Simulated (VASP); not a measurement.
# Al (Fm-3m) in VASP: further runs, part 2 of 3

VASP 6.6.1.

## 6. Equation of state, PBE, 16.27 Å³/atom (volume scaled by 0.98)

The input, INCAR:

```
SYSTEM = Al
  ALGO = Normal
  EDIFF = 1E-7
  ENCUT = 520
  GGA = PE
  ISIF = 2
  ISMEAR = -1
  LASPH = .True.
  LCHARG = .False.
  LREAL = .False.
  LWAVE = .False.
  NBANDS = 8
  NELM = 60
  PREC = Accurate
  SIGMA = 0.05
```

The input, KPOINTS:

```
k-points
0
Gamma
  11 11 11
  0 0 0
```

The input, POSCAR:

```
Al
1.0
    0.0000000000      2.0112152952      2.0112152952
    2.0112152952      0.0000000000      2.0112152952
    2.0112152952      2.0112152952      0.0000000000
Al
1
Direct
    0.0000000000      0.0000000000      0.0000000000
```

Potentials or basis: VASP PAW PBE potentials, release 64 (Al).

Started as:

```
$ cat potpaw_PBE.64/Al/POTCAR > POTCAR
$ mpirun -np 1 vasp_std > vasp.out
```

It took 5.5 s on 1 thread of Intel Xeon Platinum 8488C (Sapphire Rapids), shared host; peak memory 0.12 GiB.

The run converged. Its results:

| Quantity | Value |
| --- | --- |
| Free energy | -3.7550 eV |
| Pressure | 1.2 GPa |
| Band gap on the k mesh | none (metal or under the smearing width) |

## 7. Equation of state, PBE, 16.93 Å³/atom (volume scaled by 1.02)

The input, INCAR:

```
SYSTEM = Al
ALGO     = Normal         ! electronic algorithm
EDIFF    = 1E-7           ! SCF threshold, eV
ENCUT    = 520            ! plane-wave cutoff, eV
GGA      = PE             ! functional
ISIF     = 2              ! what is computed and relaxed
ISMEAR   = -1             ! smearing method
LASPH    = .True.         ! aspherical terms in the spheres
LCHARG   = .False.        ! write CHGCAR
LREAL    = .False.        ! projectors in reciprocal space
LWAVE    = .False.        ! write WAVECAR
NBANDS   = 8              ! bands
NELM     = 80             ! most SCF steps
PREC     = Accurate       ! precision mode
SIGMA    = 0.05           ! smearing width, eV
```

KPOINTS is that of step 6.

The input, POSCAR:

```
Al
1.0
    0.0000000000      2.0382146954      2.0382146954
    2.0382146954      0.0000000000      2.0382146954
    2.0382146954      2.0382146954      0.0000000000
Al
1
Direct
    0.0000000000      0.0000000000      0.0000000000
```

Started as:

```
$ cat potpaw_PBE.64/Al/POTCAR > POTCAR
$ mpirun -np 1 vasp_std > vasp.out
```

Wall time 6.9 s (1 thread of Intel Xeon Platinum 8488C (Sapphire Rapids), shared host); peak memory 0.13 GiB.

Results (log left out):

```
Free energy            : -3.7532 eV
Pressure               : -1.9 GPa
Band gap on the k mesh : none (metal or under the smearing width)
```

## 8. Equation of state, PBE, 17.27 Å³/atom (volume scaled by 1.04)

The input, INCAR:

```
  PREC = Accurate
  ENCUT = 520
  EDIFF = 1E-7
  ISMEAR = -1
  SIGMA = 0.05
  LREAL = False
  LASPH = True
  NELM = 60
  ALGO = Normal
  ISIF = 2
  LWAVE = False
  LCHARG = False
  GGA = PE
  NBANDS = 8
```

The input, KPOINTS:

```
regular mesh
0
Gamma
  11 11 11
```

The input, POSCAR:

```
Al
1.0
    0.0000000000      2.0514502267      2.0514502267
    2.0514502267      0.0000000000      2.0514502267
    2.0514502267      2.0514502267      0.0000000000
Al
1
Direct
    0.0000000000      0.0000000000      0.0000000000
```

Started as:

```
$ cat potpaw_PBE.64/Al/POTCAR > POTCAR
$ mpirun -np 1 vasp_std > vasp.out
```

It took 8.7 s on 1 thread of Intel Xeon Platinum 8488C (Sapphire Rapids), shared host; peak memory 0.13 GiB.

The run converged. Its results:

| Quantity | Value |
| --- | --- |
| Free energy | -3.7478 eV |
| Pressure | -3.2 GPa |
| Band gap on the k mesh | none (metal or under the smearing width) |

## 9. Equation of state, PBE, 17.60 Å³/atom (volume scaled by 1.06)

The input, INCAR:

```
PREC     = Accurate       # precision mode
ENCUT    = 520            # plane-wave cutoff, eV
EDIFF    = 1E-7           # SCF threshold, eV
ISMEAR   = -1             # smearing method
SIGMA    = 0.05           # smearing width, eV
LREAL    = F              # projectors in reciprocal space
LASPH    = T              # aspherical terms in the spheres
NELM     = 60             # most SCF steps
ALGO     = Normal         # electronic algorithm
ISIF     = 2              # what is computed and relaxed
LWAVE    = F              # write WAVECAR
LCHARG   = F              # write CHGCAR
GGA      = PE             # functional
NBANDS   = 8              # bands
```

KPOINTS is that of step 8.

The input, POSCAR:

```
Al
1.0
    0.0000000000      2.0645171409      2.0645171409
    2.0645171409      0.0000000000      2.0645171409
    2.0645171409      2.0645171409      0.0000000000
Al
1
Direct
    0.0000000000      0.0000000000      0.0000000000
```

Potentials or basis: VASP PAW PBE potentials, release 64 (Al).

Started as:

```
$ cat potpaw_PBE.64/Al/POTCAR > POTCAR
$ mpirun -np 1 vasp_std > vasp.out
```

Run time: 5.1 s. Hardware: 1 thread of Intel Xeon Platinum 8488C (Sapphire Rapids), shared host; peak memory 0.12 GiB.

The run converged. Its results:

| Item | Value |
| --- | --- |
| Free energy | -3.7399 eV |
| Pressure | -4.4 GPa |
| Band gap on the k mesh | none (metal or under the smearing width) |

## 10. Equation of state, PBE

No new run: the results of the series are fitted here.

What came out:

```yaml
Equilibrium_volume: 16.51 Å³/atom
Bulk_modulus: 79 GPa
Pressure_derivative_of_the_bulk_modulus: 4.5
```

Energy against volume, from the lowest point:
| volume (Å³/atom) | energy (meV/atom) |
| --- | --- |
| 15.607 | 13.27 |
| 15.939 | 5.00 |
| 16.271 | 0.71 |
| 16.603 | 0.00 |
| 16.935 | 2.49 |
| 17.267 | 7.84 |
| 17.599 | 15.75 |

## 11. Single point, PBEsol

The input, INCAR:

```
  PREC = Accurate
  ENCUT = 520
  EDIFF = 1E-7
  ISMEAR = -1
  SIGMA = 0.05
  LREAL = F
  LASPH = T
  NELM = 100
  ALGO = Normal
  ISIF = 2
  LWAVE = F
  LCHARG = F
  GGA = PS
  NBANDS = 8
```

KPOINTS is that of step 9.

The input, POSCAR:

```
Al
1.0
    0.0000000000      2.0248050000      2.0248050000
    2.0248050000      0.0000000000      2.0248050000
    2.0248050000      2.0248050000      0.0000000000
Al
1
Direct
    0.0000000000      0.0000000000      0.0000000000
```

Potentials or basis: VASP PAW PBE potentials, release 64 (Al).

Started as:

```
$ cat potpaw_PBE.64/Al/POTCAR > POTCAR
$ mpirun -np 1 vasp_std > vasp.out
```

OUTCAR:

```text
PREC = Accurate
   ENCUT = 520
   EDIFF = 1E-7
   ISMEAR = -1
   LREAL = F
   LASPH = T
   NELM = 100
   ISIF = 2
   GGA = PS

 ion  position               nearest neighbor table
   1  0.000  0.000  0.000-

  LATTYP: Found a face centered cubic cell.
 ALAT       =     4.0496100000

  Lattice vectors:

 A1 = (   0.0000000000,   2.0248050000,   2.0248050000)
 A2 = (   2.0248050000,   0.0000000000,   2.0248050000)
 A3 = (   2.0248050000,   2.0248050000,   0.0000000000)

Analysis of symmetry for initial positions (statically):
=====================================================================
 Subroutine PRICEL returns:
 Original cell was already a primitive cell.

 Routine SETGRP: Setting up the symmetry group for a
 face centered cubic supercell.

 Subroutine GETGRP returns: Found 48 space group operations
 (whereof 48 operations were pure point group operations)
 out of a pool of 48 trial point group operations.

The static configuration has the point symmetry O_h .

Analysis of symmetry for dynamics (positions and initial velocities):
[... 160 lines left out ...]
 val. band max:        7.8836787739   @ k =  -0.4545   0.3636   0.0000
 cond. band min:       7.9162730590   @ k =   0.4545   0.1818   0.0909
 fundamental gap:      0.0325942852
 Fermi energy:         7.8940232036

 k-point     1 :       0.0000    0.0000    0.0000
  band No.  band energies     occupation
      1      -3.2018      2.00000
      2      20.4462      0.00000
      3      20.4462      0.00000
      4      20.4462      0.00000
      5      21.8911      0.00000
      6      21.8911      0.00000
      7      21.8911      0.00000
      8      24.3233      0.00000
[... 243 lines left out ...]
 k-point    24 :      -0.1818    0.1818    0.0000
  band No.  band energies     occupation
      1      -0.8348      2.00000
      2      11.6965      0.00000
      3      13.1264      0.00000
      4      19.6797      0.00000
      5      21.7041      0.00000
      6      22.7539      0.00000
      7      23.8494      0.00000
      8      24.8071      0.00000

 [... further k-points ...]

------------------------ aborting loop because EDIFF is reached ----------------------------------------

  FORCE on cell =-STRESS in cart. coord.  units (eV):
  Direction    XX          YY          ZZ          XY          YZ          ZX
  --------------------------------------------------------------------------------------
  -------------------------------------------------------------------------------------
  Total       -0.1941134     -0.1941134     -0.1941134     -0.0000000     -0.0000000     -0.0000000
  in kB      -18.7320988    -18.7320988    -18.7320988     -0.0000000     -0.0000000     -0.0000000
  external PRESSURE =     -18.7320988 kB  Pullay stress =       0.0000000 kB

 VOLUME and BASIS-vectors are now :
 -----------------------------------------------------------------------------
  energy-cutoff  :      520.00
  volume of cell :       16.60
      direct lattice vectors                 reciprocal lattice vectors
     0.000000000  2.024805000  2.024805000    -0.246937359  0.246937359  0.246937359
     2.024805000  0.000000000  2.024805000     0.246937359 -0.246937359  0.246937359
     2.024805000  2.024805000  0.000000000     0.246937359  0.246937359 -0.246937359

 POSITION                                       TOTAL-FORCE (eV/Angst)
 -----------------------------------------------------------------------------------
      0.00000      0.00000      0.00000        -0.000000     -0.000000      0.000000
 -----------------------------------------------------------------------------------
    total drift:                               -0.000000      0.000000      0.000000

  FREE ENERGIE OF THE ION-ELECTRON SYSTEM (eV)
  ---------------------------------------------------
  free  energy   TOTEN  =        -4.0995483536 eV

  energy  without entropy=       -4.0955517788  energy(sigma->0) =       -4.09755007
```

OSZICAR:

```text
N       E                     dE             d eps       ncg     rms          rms(c)
DAV:   1    -0.261421414077E+01   -0.26142E+01   -0.82231E+02   896   0.201E+02
DAV:   2    -0.411952124514E+01   -0.15053E+01   -0.14566E+01  1240   0.191E+01
DAV:   3    -0.412777959951E+01   -0.82584E-02   -0.82529E-02  1216   0.160E+00
DAV:   4    -0.412779701070E+01   -0.17411E-04   -0.17411E-04  1352   0.662E-02
DAV:   5    -0.412779705924E+01   -0.48538E-07   -0.47906E-07  1208   0.198E-03    0.138E+00
DAV:   6    -0.411093824992E+01    0.16859E-01   -0.22584E-03  1192   0.197E-01    0.784E-01
DAV:   7    -0.409956504534E+01    0.11373E-01   -0.61590E-03  1192   0.315E-01    0.165E-01
DAV:   8    -0.409954932569E+01    0.15720E-04   -0.20204E-05  1344   0.306E-02    0.765E-03
DAV:   9    -0.409954862730E+01    0.69839E-06   -0.32250E-07  1232   0.250E-03    0.813E-04
DAV:  10    -0.409954835336E+01    0.27395E-06   -0.43570E-09  1200   0.403E-04    0.214E-04
DAV:  11    -0.409954835360E+01   -0.24460E-09   -0.97882E-11   720   0.531E-05
   1 F= -.40995484E+01 E0= -.40975501E+01  d E =-.399657E-02
```

Wall time 11 s (1 thread of Intel Xeon Platinum 8375C at 2.90GHz (Ice Lake), shared host); peak memory 0.13 GiB.

What came out:

- Free energy: -4.0995 eV
- Pressure: -1.9 GPa
- Band gap on the k mesh: none (metal or under the smearing width)

Levels at points of the mesh, in eV from the Fermi level:
```tsv
k point	band 1	band 2	band 3	band 4
(0.00, 0.00, 0.00)	-11.10	12.55	12.55	12.55
```

Caveat: the PAW data sets were made with another functional, which shifts forces and pressure a little.

## 12. Equation of state, PBEsol, 15.61 Å³/atom (volume scaled by 0.94)

INCAR is that of step 11.

KPOINTS is that of step 11.

The input, POSCAR:

```
Al
1.0
    0.0000000000      1.9834708509      1.9834708509
    1.9834708509      0.0000000000      1.9834708509
    1.9834708509      1.9834708509      0.0000000000
Al
1
Direct
    0.0000000000      0.0000000000      0.0000000000
```

Potentials or basis: VASP PAW PBE potentials, release 64 (Al).

Started as:

```
$ cat potpaw_PBE.64/Al/POTCAR > POTCAR
$ mpirun -np 1 vasp_std > vasp.out
```

Wall time 10 s (1 thread of Intel Xeon Platinum 8375C at 2.90GHz (Ice Lake), shared host); peak memory 0.13 GiB.

The run converged. Its results:

- Free energy: -4.0955 eV
- Pressure: 3.5 GPa
- Band gap on the k mesh: none (metal or under the smearing width)

Caveat: the PAW data sets were made with another functional, which shifts forces and pressure a little.

## 13. Equation of state, PBEsol, 15.94 Å³/atom (volume scaled by 0.96)

INCAR is that of step 12.

KPOINTS is that of step 12.

The input, POSCAR:

```
Al
1.0
    0.0000000000      1.9974394157      1.9974394157
    1.9974394157      0.0000000000      1.9974394157
    1.9974394157      1.9974394157      0.0000000000
Al
1
Direct
    0.0000000000      0.0000000000      0.0000000000
```

Started as:

```
$ cat potpaw_PBE.64/Al/POTCAR > POTCAR
$ mpirun -np 1 vasp_std > vasp.out
```

Wall time 11 s (1 thread of Intel Xeon Platinum 8375C at 2.90GHz (Ice Lake), shared host); peak memory 0.13 GiB.

Results (log left out):

| Item | Value |
| --- | --- |
| Free energy | -4.1006 eV |
| Pressure | 1.5 GPa |
| Band gap on the k mesh | none (metal or under the smearing width) |

Caveat: the PAW data sets were made with another functional, which shifts forces and pressure a little.

## 14. Equation of state, PBEsol, 16.27 Å³/atom (volume scaled by 0.98)

INCAR is that of step 13.

KPOINTS is that of step 13.

The input, POSCAR:

```
Al
1.0
    0.0000000000      2.0112152952      2.0112152952
    2.0112152952      0.0000000000      2.0112152952
    2.0112152952      2.0112152952      0.0000000000
Al
1
Direct
    0.0000000000      0.0000000000      0.0000000000
```

Started as:

```
$ cat potpaw_PBE.64/Al/POTCAR > POTCAR
$ mpirun -np 1 vasp_std > vasp.out
```

It took 12 s on 1 thread of Intel Xeon Platinum 8375C at 2.90GHz (Ice Lake), shared host; peak memory 0.13 GiB.

It converged, with:

```
Free energy            : -4.1018 eV
Pressure               : -0.3 GPa
Band gap on the k mesh : none (metal or under the smearing width)
```

Caveat: the PAW data sets were made with another functional, which shifts forces and pressure a little.

## 15. Equation of state, PBEsol, 16.93 Å³/atom (volume scaled by 1.02)

INCAR is that of step 14.

KPOINTS is that of step 14.

The input, POSCAR:

```
Al
1.0
    0.0000000000      2.0382146954      2.0382146954
    2.0382146954      0.0000000000      2.0382146954
    2.0382146954      2.0382146954      0.0000000000
Al
1
Direct
    0.0000000000      0.0000000000      0.0000000000
```

Potentials or basis: VASP PAW PBE potentials, release 64 (Al).

Started as:

```
$ cat potpaw_PBE.64/Al/POTCAR > POTCAR
$ mpirun -np 1 vasp_std > vasp.out
```

Run time: 8.9 s. Hardware: 1 thread of Intel Xeon Platinum 8375C at 2.90GHz (Ice Lake), shared host; peak memory 0.13 GiB.

Results (log left out):

```
Free energy            : -4.0942 eV
Pressure               : -3.3 GPa
Band gap on the k mesh : none (metal or under the smearing width)
```

Caveat: the PAW data sets were made with another functional, which shifts forces and pressure a little.

## 16. Equation of state, PBEsol, 17.27 Å³/atom (volume scaled by 1.04)

INCAR is that of step 15.

KPOINTS is that of step 15.

The input, POSCAR:

```
Al
1.0
    0.0000000000      2.0514502267      2.0514502267
    2.0514502267      0.0000000000      2.0514502267
    2.0514502267      2.0514502267      0.0000000000
Al
1
Direct
    0.0000000000      0.0000000000      0.0000000000
```

Started as:

```
$ cat potpaw_PBE.64/Al/POTCAR > POTCAR
$ mpirun -np 1 vasp_std > vasp.out
```

Run time: 12 s. Hardware: 1 thread of Intel Xeon Platinum 8375C at 2.90GHz (Ice Lake), shared host; peak memory 0.13 GiB.

The run converged. Its results:

```
Free energy            : -4.0860 eV
Pressure               : -4.6 GPa
Band gap on the k mesh : none (metal or under the smearing width)
```

Caveat: the PAW data sets were made with another functional, which shifts forces and pressure a little.

## 17. Equation of state, PBEsol, 17.60 Å³/atom (volume scaled by 1.06)

INCAR is that of step 16.

KPOINTS is that of step 16.

The input, POSCAR:

```
Al
1.0
    0.0000000000      2.0645171409      2.0645171409
    2.0645171409      0.0000000000      2.0645171409
    2.0645171409      2.0645171409      0.0000000000
Al
1
Direct
    0.0000000000      0.0000000000      0.0000000000
```

Started as:

```
$ cat potpaw_PBE.64/Al/POTCAR > POTCAR
$ mpirun -np 1 vasp_std > vasp.out
```

Run time: 11 s. Hardware: 1 thread of Intel Xeon Platinum 8375C at 2.90GHz (Ice Lake), shared host; peak memory 0.13 GiB.

The run converged. Its results:

* Free energy: -4.0754 eV
* Pressure: -5.7 GPa
* Band gap on the k mesh: none (metal or under the smearing width)

Caveat: the PAW data sets were made with another functional, which shifts forces and pressure a little.

(Part 2 of 3 ends here.)
